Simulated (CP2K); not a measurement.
**In under changes of volume**

One of the cells (26.144 Å³/atom); the others are scaled copies at fixed shape and fractional positions:

```
CELL_PARAMETERS angstrom
3.37691 0.00000 0.00000
0.24723 3.36784 0.00000
-1.81207 -1.68392 2.29876
ATOMIC_POSITIONS crystal
In 0.00000 0.00000 0.00000
```

| Property | Result |
| --- | --- |
| Program | CP2K 2026.2 |
| Functional | PBE |
| Potentials or basis | POTENTIAL_UZH In GTH-PBE-q13; TZVP-MOLOPT-PBE-GTH basis |
| Density cutoff | 6123 eV |
| k mesh | 11 × 11 × 11 |
| Occupations | fermi-dirac, width 0.05 eV |
| Spin | no spin polarisation |

| volume (Å³/atom) | energy over the lowest point (meV/atom) | pressure (GPa) |
| --- | --- | --- |
| 24.575 | ? | ? |
| 25.098 | 32.25 | 4.4 |
| 25.621 | 19.73 | 3.3 |
| 26.144 | 10.61 | 2.3 |
| 26.666 | 4.49 | 1.5 |
| 27.189 | 1.06 | 0.7 |
| 27.712 | 0.00 | 0.0 |

Q: What does the run at 24.575 Å³/atom give?

A: Energy over the lowest point 48.63 meV/atom; pressure 5.7 GPa.

Worked out: A Birch-Murnaghan fit of order 3 (a polynomial in V^(-2/3)) to the other rows has its minimum at 27.70 Å³/atom with B0 = V·E''(V) = 34 GPa and B' = 5.2 at fixed shape and positions, which overstates the stiffness. It gives 48.58 meV/atom at 24.575 Å³/atom, against the run's 48.63, and -dE/dV = 5.6 GPa, against 5.7.

Energies are extrapolated to zero smearing.

Caveats: the basis of atomic orbitals isn't converged, which shifts pressures, moduli and gaps.
